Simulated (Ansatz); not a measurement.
# 3-layer graphene (AB) in a perpendicular field, part 2 of 4

Wanted: the out-of-plane response of the 3-layer graphene (AB). A positive field points along +c.

Ansatz 0.2.0; plane-wave DFT, r2SCAN-D4, Ansatz PAW (set soft_1); PAW set soft_1 (the session's first sound run).

So far. Step 2 (Relaxing the slab): The lattice constant a goes from 2.467 to 2.453 Å.

In doubt: Bader basins on short bonds can need a finer grid (steps 3, 7), which would bear on Bader charges.

### 3. Atoms held, field 0

A sawtooth potential applies the field, turning back in the middle of the vacuum. With the dipole correction the typed value is the field outside the slab. The induced dipole is small, so the SCF threshold is tight.

The cell differs from the one that the last finished run ended in (c 44.400 → 24.767 Å).

Input file input.yaml:

```yaml
crystal:
  lattice:
    - [2.4534655774, 0.0, 0.0]
    - [-1.2267327887, 2.1247635174, 0.0]
    - [0.0, 0.0, 24.7666513833]
  atoms:
    - { symbol: C, position: [0.6666666667, 0.3333333333, 0.3633997679] }
    - { symbol: C, position: [0.3333333333, 0.6666666667, 0.3633918797] }
    - { symbol: C, position: [0.0, 0.0, 0.5] }
    - { symbol: C, position: [0.6666666667, 0.3333333333, 0.5] }
    - { symbol: C, position: [0.6666666667, 0.3333333333, 0.6366002321] }
    - { symbol: C, position: [0.3333333333, 0.6666666667, 0.6366081203] }
kpoints:
  mp_grid: { grid: [24, 24, 1] }
  band_path:
    path: [[0, 0, 0], [0.5, 0, 0], [0.33333333, 0.33333333, 0], [0, 0, 0]]
    npoints: 16
hamiltonian:
  xc: r2scan
  dispersion: d4
  pseudopotentials: { kind: paw, azcp: { folder: soft_1 } }
scf:
  occupations: { method: fermi_dirac, width: 0.05 }
  convergence: { dr2_threshold: 1.0e-10 }
efield:
  axis: 3
  dipole_correction: true
  ramp_position: 0.97
  ramp_width: 0.06
  amplitude: 0
output:
  dos: { projected: true, e_range: [-6, 5] }
  bader: true
  write_potential: true
  write_density: true
  volumetric_format: npy
  elf: true
```

Started as:

```
$ ansatz run input.yaml --threads 4 --pin off --max-ram 6144MiB --backend cpu --events-out ev --progress --plain --runs-dir out
```

Numbers of over 12 decimals in the logs are rounded to 6 here.

Log:

```text
[...]
Crystal: 6 atoms, lattice volume = 129.109 Å³
Basis set: ecut = 500 eV, 3325 PW (Γ), exchange–correlation on 72×72×768 points (64 copies of the dense FFT grid, shifted against one another)
Bands: 18, of which v1, the nominal top of the filled ones, is band 12 counted from 1 (11 counted from 0)
Symmetry: 6 space group operations
k-points: 61 of 576 (time reversal used)
[...]
SCF iter   1: F=—  HF=-1512.937220 eV  |F-HF|=—  |Δ(HF+E_count)|=         —  Δρ=8.03e-2  dr2=7.13e0  dr2_τ=1.77e0  ethr=3.10e-3  p=0.000 e·Å  D=1.15e-13 V/Å  ΔV_dip=-0.00 eV  dr2_dipole=2.80e-8  V_vac-E_F(+/−)=8.33/8.33 eV  ⟨swp⟩=9.1  Hψ=7432  notcnv=0  defer=1
efield: sawtooth ramp at fractional position 0.9700 (set: `efield.ramp_position`, or a place that a band, a saddle search or an elastic batch's reference lends), width 0.0600; the density the first Hamiltonian is built on has a dipole p = 0.000 e·Å; the dipole correction subtracts the counter field D = 1.15e-13 V/Å, which shifts the + side's vacuum level by -0.00 eV against the − side's; the planar-averaged density in the ramp window peaks in size at 3.7e-8 e/Å³
[...]
SCF iter   2: F=—  HF=-1510.772836 eV  |F-HF|=—  |Δ(HF+E_count)|=    2.16e0  Δρ=2.55e-2  dr2=9.90e-1  dr2_τ=8.80e-2  ethr=3.10e-3  p=0.000 e·Å  D=8.06e-5 V/Å  ΔV_dip=-0.00 eV  dr2_dipole=6.37e-8  V_vac-E_F(+/−)=2.62/2.63 eV  ⟨swp⟩=4.3  Hψ=3500  notcnv=0  defer=64
[...]
SCF iter  13: F=-1510.335709 eV  HF=-1510.335709 eV  |F-HF|=3.18e-12  |Δ(HF+E_count)|=  3.87e-12  Δρ=2.59e-8  dr2=3.36e-12  dr2_τ=5.39e-14  ethr=1.00e-12  p=-0.000 e·Å  D=-4.04e-8 V/Å  ΔV_dip=0.00 eV  dr2_dipole=4.00e-15  V_vac-E_F(+/−)=4.29/4.29 eV  ⟨swp⟩=3.0  Hψ=3236  notcnv=0
SCF 1 converged in 13 iterations: F = -1510.335709 eV  dr2 = 3.36e-12
[...]
NSCF: frozen V_eff on 49 k-points
efield: sawtooth ramp at fractional position 0.9700 (kept from the solve that this one continues, or follows in the run), width 0.0600; the density the first Hamiltonian is built on has a dipole p = -0.000 e·Å; the dipole correction subtracts the counter field D = -4.04e-8 V/Å, which shifts the + side's vacuum level by +0.00 eV against the − side's; the planar-averaged density in the ramp window peaks in size at 6.5e-8 e/Å³
[...]
SCF converged after 13 iterations
[...]
Free energy (F): -1510.335709 eV
[...]
Internal energy: -1510.334751 eV  (E = F + TS)
E sigma→0 (E₀):  -1510.335230 eV
Entropy (-TS):   -0.000957 eV (-0.160 meV/atom)
Fermi energy:    0.336177 eV
Dipole field:    D = 0.000000 V/Å  (p = 0.000000 e·Å, saw-weighted, corrected)
Work function:   Φ+ = 4.2856 eV   Φ− = 4.2856 eV
Levels:          The Fermi level and band energies are counted from a zero that moves with the ramp; work functions are not
[...]
--- Band table (eV; the first three rows and the last of 61) ---
  k-point 0: bands = [... 8 lower, -2.8962, -2.8962, -2.8864, -2.8864, 4.1350, 4.3605, 4.9108, 5.8275, ... 2 higher]
  k-point 1: bands = [... 8 lower, -3.0682, -2.9969, -2.9921, -2.9812, 4.1913, 4.4173, 4.9678, 5.8844, ... 2 higher]
  k-point 2: bands = [... 8 lower, -3.5856, -3.2667, -3.2597, -3.2468, 4.3602, 4.5876, 5.1390, 6.0549, ... 2 higher]
  k-point 60: bands = [... 8 lower, -10.8561, -0.1187, 0.3201, 0.3321, 0.3443, 0.3481, 0.8376, 11.1504, ... 2 higher]
--- Bader charges: 6 sites ---
  site symbol  charge [e]  shift [e]
     0      C     -0.0007     0.0004
     1      C      0.0010     0.0004
     2      C      0.0015     0.0009
     3      C     -0.0020     0.0009
     4      C     -0.0007     0.0004
     5      C      0.0010     0.0004
  estimated error of the sums over rays = 2.1e-4 e
```

Wall time 32 s (4 threads of Intel Xeon Platinum 8375C at 2.90GHz (Ice Lake), shared host); peak memory 0.73 GiB.

This step gave:

```yaml
energy_at_zero_smearing: -1510.3352 eV
work_function_upper_face: 4.286 eV
dipole_along_the_normal: 4.67e-8 e·Å
```

Running mean over a fixed 2.7 Å (it still follows the layers) of the planar mean; the ramp of the sawtooth is left out. Table of electron's electrostatic potential energy less the Fermi level by z:

| z (Å) | electron's electrostatic potential energy less the Fermi level (eV) |
| --- | --- |
| 3.0 | 4.29 |
| 3.5 | 4.29 |
| 4.0 | 4.29 |
| 4.5 | 4.29 |
| 5.0 | 4.28 |
| 5.5 | 4.28 |
| 6.0 | 4.26 |
| 6.5 | 4.14 |
| 7.0 | 3.41 |
| 7.5 | -0.107 |
| 8.0 | -5.30 |
| 8.5 | -7.29 |
| 9.0 | -7.58 |
| 9.5 | -7.32 |
| 10.0 | -5.48 |
| 10.5 | -1.44 |
| 11.0 | -2.24 |
| 11.5 | -6.21 |
| 12.0 | -7.44 |
| 12.5 | -7.56 |
| 13.0 | -7.12 |
| 13.5 | -4.57 |
| 14.0 | -0.965 |
| 14.5 | -3.25 |
| 15.0 | -6.72 |
| 15.5 | -7.52 |
| 16.0 | -7.53 |
| 16.5 | -6.77 |
| 17.0 | -3.06 |
| 17.5 | 2.02 |
| 18.0 | 3.90 |
| 18.5 | 4.22 |
| 19.0 | 4.27 |
| 19.5 | 4.28 |
| 20.0 | 4.29 |
| 20.5 | 4.29 |
| 21.0 | 4.29 |
| 21.5 | 4.29 |

The density of states has structure finer than the step of the table below, so its rows give means over 0.2 eV, whole bins alone (the curve runs from -6 to 1.99 eV). Peaks (eV: height): -5.31: 2.45, -2.86: 1.52, -2.55: 1.71, -2.31: 1.97, 1.66: 1.71, 1.77: 1.75, 1.86: 1.61.

The density of states by energy, zero at the Fermi level; means over each step:

| energy (eV) | density of states (states/eV a cell) |
| --- | --- |
| -5.8 | 1.87 |
| -5.6 | 1.70 |
| -5.4 | 2.00 |
| -5.2 | 1.85 |
| -5.0 | 1.71 |
| -4.8 | 1.69 |
| -4.6 | 1.65 |
| -4.4 | 1.62 |
| -4.2 | 1.61 |
| -4.0 | 1.56 |
| -3.8 | 1.59 |
| -3.6 | 1.56 |
| -3.4 | 1.58 |
| -3.2 | 1.13 |
| -3.0 | 1.13 |
| -2.8 | 1.27 |
| -2.6 | 1.33 |
| -2.4 | 1.28 |
| -2.2 | 1.10 |
| -2.0 | 0.812 |
| -1.8 | 0.673 |
| -1.6 | 0.555 |
| -1.4 | 0.462 |
| -1.2 | 0.392 |
| -1.0 | 0.318 |
| -0.8 | 0.244 |
| -0.6 | 0.165 |
| -0.4 | 0.110 |
| -0.2 | 0.0541 |
| 0.0 | 0.0108 |
| 0.2 | 0.0423 |
| 0.4 | 0.0869 |
| 0.6 | 0.149 |
| 0.8 | 0.255 |
| 1.0 | 0.345 |
| 1.2 | 0.460 |
| 1.4 | 0.608 |
| 1.6 | 1.12 |
| 1.8 | 1.42 |

Projected DOS per atom over height of the atomic layer and energy from the Fermi level. Layers: C2 C2 C2 from below.

Ten even steps from '0' (0.003 states/eV) to '9' (0.335 states/eV), each cell a mean:
```
666
333
111
000
000
000
000
000
111
222
333
555
656
565
666
777
777
888
888
888
999
999
```
Columns: height of the atomic layer (Å) from 9.00 to 15.8; rows upwards: energy from the Fermi level (eV) from -5.96 to 1.96.

The electronic bands at the labelled points (eV, zero at the Fermi level):

| point | band 9 | band 10 | band 11 | band 12 | band 13 | band 14 | band 15 | band 16 |
| --- | --- | --- | --- | --- | --- | --- | --- | --- |
| Γ | -3.23 | -3.23 | -3.22 | -3.22 | 3.80 | 4.02 | 4.57 | 5.49 |
| halfway | -5.64 | -5.40 | -5.39 | -5.37 | 5.82 | 6.06 | 6.63 | 7.47 |
| M | -6.83 | -2.82 | -2.53 | -2.32 | 1.62 | 1.80 | 2.13 | 7.66 |
| halfway | -8.75 | -2.17 | -1.89 | -1.68 | 1.50 | 1.57 | 1.75 | 10.31 |
| K | -11.19 | -0.45 | -0.02 | 0.00 | 0.01 | 0.01 | 0.50 | 10.81 |
| halfway | -6.82 | -6.31 | -5.72 | -5.06 | 6.50 | 6.73 | 6.75 | 6.92 |
| Γ | -3.23 | -3.23 | -3.22 | -3.22 | 3.80 | 4.02 | 4.57 | 5.49 |

Valence density in the ca plane at fractional y = 0.333, with atoms of C within 0.2 Å of it. It is the smooth field of the valence electrons, not physical close to the nuclei.

Ten even steps from '0' (0.0 e/Å³) to '9' (1.8 e/Å³), each cell a mean:
```
00000000002685200002587310001478410000000000
00000000013897300002698410001599510000000000
00000000013887300002688410001588610000000000
00000000013897200002698310001599510000000000
00000000002685200001476310001377410000000000
00000000001453100001354200001245310000000000
00000000001343100001344200001244210000000000
00000000002454100001354200001255310000000000
```
Columns run along c (16.0 Å, from fractional 0.19 to 0.84 of the cell), rows up along a (2.5 Å). Atoms in or near the plane, at fractional coordinates: C at (0.36, 0.67), C at (0.50, 0.67), C at (0.64, 0.67).

ELF in the ca plane at fractional y = 0.333, with atoms of C within 0.2 Å of it. It is the smooth field of the valence electrons, not physical close to the nuclei.

Ten even steps from '0' (0.00) to '9' (0.78), each cell a mean:
```
00000000258999740037999851026999973100000000
00000001368536750047745862027744774200000000
00000001367304750047502762037611675200000000
00000001368757850047757861027866874100000000
00000000258999740037999851026899963100000000
00000000136887620025788631014788752000000000
00000000135676520024676530014677642000000000
00000000146898630026898741015799852000000000
```
Columns run along c (16.0 Å, from fractional 0.19 to 0.84 of the cell), rows up along a (2.5 Å). Atoms in or near the plane, at fractional coordinates: C at (0.36, 0.67), C at (0.50, 0.67), C at (0.64, 0.67).

Electrostatic potential energy in the ca plane at fractional y = 0.333, with atoms of C within 0.2 Å of it. With pseudopotentials it is smooth inside the atoms' cores, unlike the true potential.

Ten even steps from '0' (-50 eV) to '9' (5 eV), each cell a mean:
```
99999999998536899999635899999744799999999999
99999999997102799998301699999500489999999999
99999999996001799997200599998300389999999999
99999999997203899998402799999511599999999999
99999999998657899999756899999855799999999999
99999999999778999999877899999877899999999999
99999999999768999999867899999877899999999999
99999999999778999999877899999877899999999999
```
Columns run along c (16.0 Å, from fractional 0.19 to 0.84 of the cell; values clipped at the 3rd and 97th percentile), rows up along a (2.5 Å). Atoms in or near the plane, at fractional coordinates: C at (0.36, 0.67), C at (0.50, 0.67), C at (0.64, 0.67).

The work function of the upper face is 4.29 eV.

### 4. Single point, field 0.1 V/Å

Changes to input.yaml since step 3:

```diff
@@ -27,8 +27,6 @@
   dipole_correction: true
-  ramp_position: 0.97
-  ramp_width: 0.06
-  amplitude: 0
+  ramp_position: 0.9394
+  ramp_width: 0.1211
+  amplitude: 0.1
 output:
-  dos: { projected: true, e_range: [-6, 5] }
-  bader: true
   write_potential: true
@@ -36,2 +34 @@
   volumetric_format: npy
-  elf: true
```

Log:

```text
[...]
Crystal: 6 atoms, lattice volume = 129.109 Å³
Basis set: ecut = 500 eV, 3325 PW (Γ), exchange–correlation on 72×72×768 points (64 copies of the dense FFT grid, shifted against one another)
Bands: 18, of which v1, the nominal top of the filled ones, is band 12 counted from 1 (11 counted from 0)
Symmetry: 6 space group operations
k-points: 61 of 576 (time reversal used)
[...]
k-point 0: bands = [... 8 lower, -2.8906, -2.8906, -2.8533, -2.8533, 3.9767, 4.4755, 4.7868, 5.9319, ... 2 higher]
  k-point 1: bands = [... 8 lower, -3.0361, -3.0352, -2.9865, -2.9489, 4.0334, 4.5317, 4.8439, 5.9886, ... 2 higher]
  k-point 2: bands = [... 8 lower, -3.5559, -3.3033, -3.2544, -3.2161, 4.2037, 4.7004, 5.0152, 6.1581, ... 2 higher]
  k-point 60: bands = [... 8 lower, -10.8177, -0.1212, 0.2934, 0.3198, 0.3442, 0.3866, 0.8397, 11.1440, ... 2 higher]
[key lines of the parts left out:]
SCF converged after 14 iterations
Free energy (F): -1510.336864 eV
Fermi energy:    0.335654 eV
Dipole field:    D = 0.032314 V/Å  (p = 0.023056 e·Å, saw-weighted, corrected)
```

It took 13 s on 4 threads; peak memory 0.7 GiB; 49 s of CPU time.

The dipole is 0.0231 e·Å.

### 5. Single point, field -0.1 V/Å

Changes to input.yaml since step 4:

```diff
@@ -29,3 +29,3 @@
   ramp_width: 0.1211
-  amplitude: 0.1
+  amplitude: -0.1
 output:
```

Log:

```text
[...]
Crystal: 6 atoms, lattice volume = 129.109 Å³
Basis set: ecut = 500 eV, 3325 PW (Γ), exchange–correlation on 72×72×768 points (64 copies of the dense FFT grid, shifted against one another)
Bands: 18, of which v1, the nominal top of the filled ones, is band 12 counted from 1 (11 counted from 0)
Symmetry: 6 space group operations
k-points: 61 of 576 (time reversal used)
[...]
k-point 0: bands = [... 8 lower, -2.8908, -2.8908, -2.8534, -2.8534, 3.9766, 4.4753, 4.7871, 5.9321, ... 2 higher]
  k-point 1: bands = [... 8 lower, -3.0363, -3.0353, -2.9867, -2.9491, 4.0333, 4.5315, 4.8442, 5.9888, ... 2 higher]
  k-point 2: bands = [... 8 lower, -3.5561, -3.3034, -3.2545, -3.2163, 4.2036, 4.7002, 5.0155, 6.1583, ... 2 higher]
  k-point 60: bands = [... 8 lower, -10.8179, -0.1213, 0.2933, 0.3196, 0.3441, 0.3865, 0.8395, 11.1438, ... 2 higher]
[key lines of the parts left out:]
SCF converged after 14 iterations
Free energy (F): -1510.336864 eV
Fermi energy:    0.335487 eV
Dipole field:    D = -0.032314 V/Å  (p = -0.023056 e·Å, saw-weighted, corrected)
```

Run time: 13 s. Hardware: 4 threads; peak memory 0.71 GiB.

The dipole is -0.0231 e·Å.

### 6. Single point, field 0.5 V/Å

Changes to input.yaml since step 5:

```diff
@@ -29,3 +29,3 @@
   ramp_width: 0.1211
-  amplitude: -0.1
+  amplitude: 0.5
 output:
```

Log:

```text
[...]
Crystal: 6 atoms, lattice volume = 129.109 Å³
Basis set: ecut = 500 eV, 3325 PW (Γ), exchange–correlation on 72×72×768 points (64 copies of the dense FFT grid, shifted against one another)
Bands: 18, of which v1, the nominal top of the filled ones, is band 12 counted from 1 (11 counted from 0)
Symmetry: 6 space group operations
k-points: 61 of 576 (time reversal used)
[...]
k-point 0: bands = [... 8 lower, -2.8990, -2.8990, -2.5530, -2.5530, 2.6417, 3.7942, 5.1098, 5.7920, ... 2 higher]
  k-point 1: bands = [... 8 lower, -3.0822, -2.9948, -2.7360, -2.6488, 2.6993, 3.8510, 5.1642, 5.8479, ... 2 higher]
  k-point 2: bands = [... 8 lower, -3.6031, -3.2625, -3.2565, -2.9164, 2.8721, 4.0214, 5.3278, 6.0157, ... 2 higher]
  k-point 60: bands = [... 8 lower, -10.5153, -0.2462, -0.0233, 0.3118, 0.3406, 0.6960, 0.9530, 10.9189, ... 2 higher]
[key lines of the parts left out:]
SCF converged after 14 iterations
Free energy (F): -1510.363390 eV
Fermi energy:    0.327730 eV
Dipole field:    D = 0.150676 V/Å  (p = 0.107508 e·Å, saw-weighted, corrected)
```

The job ended after 14 s (4 threads; peak memory 0.71 GiB).

The dipole is 0.108 e·Å.

### 7. Single point, field -0.3 V/Å

Changes to input.yaml since step 6:

```diff
@@ -29,4 +29,6 @@
   ramp_width: 0.1211
-  amplitude: 0.5
+  amplitude: -0.3
 output:
+  dos: { projected: true, e_range: [-6, 5] }
+  bader: true
   write_potential: true
@@ -34 +36,2 @@
   volumetric_format: npy
+  elf: true
```

Log:

```text
[...]
Crystal: 6 atoms, lattice volume = 129.109 Å³
Basis set: ecut = 500 eV, 3325 PW (Γ), exchange–correlation on 72×72×768 points (64 copies of the dense FFT grid, shifted against one another)
Bands: 18, of which v1, the nominal top of the filled ones, is band 12 counted from 1 (11 counted from 0)
Symmetry: 6 space group operations
k-points: 61 of 576 (time reversal used)
[...]
k-point 60: bands = [... 8 lower, -10.6939, -0.1536, 0.1624, 0.3161, 0.3428, 0.5145, 0.8667, 11.0754, ... 2 higher]
--- Bader charges: 6 sites ---
  site symbol  charge [e]  shift [e]
     0      C      0.0023     0.0003
     1      C      0.0036     0.0003
     2      C      0.0015     0.0009
     3      C     -0.0020     0.0009
     4      C     -0.0038     0.0006
     5      C     -0.0016     0.0006
  estimated error of the sums over rays = 3.0e-4 e
[key lines of the parts left out:]
SCF converged after 14 iterations
Free energy (F): -1510.345931 eV
Fermi energy:    0.330487 eV
Dipole field:    D = -0.093751 V/Å  (p = -0.066891 e·Å, saw-weighted, corrected)
```

Elapsed: 32 s, on 4 threads; peak memory 0.72 GiB; 2.1 min of CPU time.

The dipole is -0.0669 e·Å.

### 8. Response, atoms held

This step: plane-wave DFT, r2SCAN-D4, Ansatz PAW (set soft_1); response to a field along the normal, atoms held; PAW set soft_1 (Ansatz 0.2.0).

The dipoles give the slope, and the difference of two potentials shows where the field is screened.

Numbers from this step:

```yaml
equivalent_conductor_thickness_p_eps_0ae: 8.003 Å
distance_between_the_outer_atoms: 6.767 Å
```

The dipole of the cell by applied field:

| applied field (V/Å) | dipole of the cell (e·Å) |
| --- | --- |
| -0.300 | -0.0669 |
| -0.100 | -0.0231 |
| 0.000 | 0 |
| 0.100 | 0.0231 |
| 0.500 | 0.108 |

Local field over the applied field, running mean. From the potentials at -0.1 and 0.1 V/Å; running mean over 2.5 Å. Table of local field over applied field by z:

z (Å), local field over applied field and a bar:
```
      4.5      1.000 ##############################
      5.0      0.999 ##############################
      5.5      0.996 ##############################
      6.0      0.983 #############################
      6.5      0.943 ############################
      7.0      0.843 #########################
      7.5      0.675 ###################
      8.0      0.496 #############
      8.5      0.324 ########
      9.0      0.191 ###
      9.5      0.134 ##
     10.0      0.144 ##
     10.5      0.150 ##
     11.0      0.143 ##
     11.5      0.125 #
     12.0      0.096 
     12.5      0.088 
     13.0      0.109 #
     13.5      0.136 ##
     14.0      0.146 ##
     14.5      0.151 ##
     15.0      0.135 ##
     15.5      0.150 ##
     16.0      0.245 #####
     16.5      0.403 ##########
     17.0      0.578 ################
     17.5      0.759 ######################
     18.0      0.899 ###########################
     18.5      0.967 #############################
     19.0      0.991 ##############################
     19.5      0.998 ##############################
     20.0      1.000 ##############################
     20.5      1.000 ##############################
```

Electrons, planar mean, per unit field. The induced electron density by z:

z (Å), induced electron density (e/Å³ per V/Å) and a bar from the least value:
```
      4.5    0.00000 ###############
      5.0    0.00000 ###############
      5.5    0.00001 ###############
      6.0    0.00006 ###############
      6.5    0.00023 ################
      7.0    0.00082 ##################
      7.5    0.00232 #######################
      8.0    0.00433 ##############################
      8.5    0.00283 #########################
      9.0   -0.00070 #############
      9.5    0.00027 ################
     10.0   -0.00122 ###########
     10.5   -0.00047 #############
     11.0    0.00060 #################
     11.5    0.00128 ###################
     12.0    0.00018 ################
     12.5    0.00018 ################
     13.0   -0.00094 ############
     13.5   -0.00109 ###########
     14.0   -0.00010 ###############
     14.5    0.00094 ##################
     15.0    0.00089 ##################
     15.5   -0.00069 #############
     16.0    0.00011 ###############
     16.5   -0.00432 
     17.0   -0.00348 ###
     17.5   -0.00148 ##########
     18.0   -0.00047 #############
     18.5   -0.00012 ###############
     19.0   -0.00003 ###############
     19.5   -0.00001 ###############
     20.0    0.00000 ###############
     20.5    0.00000 ###############
```

By hand: between -0.1 and 0.1 V/Å the dipole changes by 0.04611 e·Å, a slope of 0.2306 e·Å²/V. A perfect conductor of thickness t has p = ε₀AEt, so t = 180.95 × 0.2306 / 5.213 = 8.00 Å (e/ε₀ = 180.95 V·Å, A in Å²).

The induced dipole is that of a conductor 8.00 Å thick.

(Continued in part 3 of 4.)

[Logs are printed without paths, hosts, clocks, repeated set-up lines and the standing remarks that a program may print on its own settings, such as how far it seeks lower states.]

[Hosts, paths, dates, database ids (printed as entryN), source tags and the programs' standing remarks are cut or masked in the printed files.]

[Maps of the electrostatic potential energy from Ansatz leave out the sawtooth potential of an applied field or a dipole correction, so their vacuum need not be flat; planar profiles and work functions include it.]

[The density of states shown here was stored with 400 of the rows of the run's finer table, so its peaks can read low, often by over a quarter, or be missed, and its means over a window can be off by a tenth or more.]
